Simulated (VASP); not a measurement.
A run of VASP 6.6.1 is set up as follows.

run.py

```python
from ase.calculators.vasp import Vasp
from ase.dft.dos import DOS
from ase.io import read

atoms = read('MnS.xyz')
atoms.set_initial_magnetic_moments([4.0, 0.0])
calc = Vasp(
    directory='calc',
    xc='lda',
    pp='LDA',
    setups={'base': 'minimal', 'Mn': '_GW', 'S': '_GW'},
    prec='Accurate',
    encut=550,
    ediff=1e-06,
    ismear=0,
    sigma=0.05,
    lreal=False,
    lasph=True,
    nelm=120,
    algo='Fast',
    isif=2,
    lwave=False,
    lcharg=False,
    ispin=2,
    lorbit=10,
    lmaxmix=4,
    kpts=[9, 9, 9],
    gamma=True,
)
atoms.calc = calc

print('energy (eV):', atoms.get_potential_energy())
print('free energy (eV):', atoms.get_potential_energy(force_consistent=True))
print('forces (eV/A):')
print(atoms.get_forces())
print('stress (eV/A^3, Voigt):', atoms.get_stress())
print('Fermi level (eV):', calc.get_fermi_level())
print('moment (muB):', atoms.get_magnetic_moment())
print('site moments (muB):', atoms.get_magnetic_moments())
dos = DOS(calc, width=0.1, window=(-10, 10), npts=201)
print('E - E_F (eV), DOS (1/eV)')
for e, g in zip(dos.get_energies(), dos.get_dos()):
    print(f'{e:8.3f} {g:10.4f}')
```

MnS.xyz

```xyz
2
Lattice="0.0108600000 2.5295180000 2.6350970000 2.5947160000 0.0080070000 2.6379510000 2.6389710000 2.5766270000 -0.0362490000" Properties=species:S:1:pos:R:3 pbc="T T T"
Mn     0.0000000000      0.0000000000      0.0000000000
S      2.6222735000      2.5570760000      2.6183995000
```

Potentials or basis: VASP PAW LDA potentials, release 64 (Mn_GW, S_GW).

Run with:

```console
$ python run.py
```

Question: Predict the pressure.

Answer: -12.4 GPa.

Question: Estimate the band gap on the k mesh.

Answer: None (metal or under the smearing width).

Question: What does it give for the site moments?

Answer: Mn +4.09; S +0.12 μB.

Question: What does it give for the net moment?

Answer: 4.51 μB per cell.

Stress tensor (GPa, compression positive):
```
-12.67  -0.85   0.47
 -0.85 -11.71   0.57
  0.47   0.57 -12.88
```

Caveat: a cell with one magnetic atom can't hold antiferromagnetic order, which such compounds often take; semilocal functionals often make such compounds metallic where correlation or magnetic order opens a gap, which also shifts bond lengths.
